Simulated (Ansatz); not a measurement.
CdSe:

```
CELL_PARAMETERS angstrom
0.00000 3.07027 3.07027
3.07027 0.00000 3.07027
3.07027 3.07027 0.00000
ATOMIC_POSITIONS crystal
Cd 0.00000 0.00000 0.00000
Se 0.25000 0.25000 0.25000
```

Measurements of this composition are mostly on another form, of space group No. 186.

| Item | Value |
| --- | --- |
| Program | Ansatz 0.2.0 |
| Task | relaxation of cell and atoms |
| Functional | RPBE |
| Dispersion | D3(BJ) |
| Potentials or basis | all-electron LAPW, scalar-relativistic |
| Basis error allowed | 0.001 eV/atom |
| k mesh | 8 × 8 × 8 |
| Occupations | fermi-dirac, width 0.05 eV |
| Spin | no spin polarisation |

At the start: volume 28.94 Å³/atom.

Question: Where does the relaxation end?

Answer: Over 5 steps the energy falls by 44.5 meV/atom and the volume is 26.26 Å³/atom (-9.3 %); space group F-43m (No. 216, to 0.05 Å).

The path:
```csv
step,energy change (eV),largest force (eV/Å),volume (Å³)
1,0.0000,0.0000,57.88
2,-0.0759,0.0000,50.69
3,-0.0886,0.0000,52.84
4,-0.0890,0.0000,52.53
5,-0.0890,0.0000,52.53
```

Final structure:
```yaml
crystal:
  lattice:
    - [0.00000, 2.97252, 2.97252]
    - [2.97252, 0.00000, 2.97252]
    - [2.97252, 2.97252, 0.00000]
  atoms:
    - { symbol: Cd, position: [0.00000, 0.00000, 0.00000] }
    - { symbol: Se, position: [0.25000, 0.25000, 0.25000] }
```
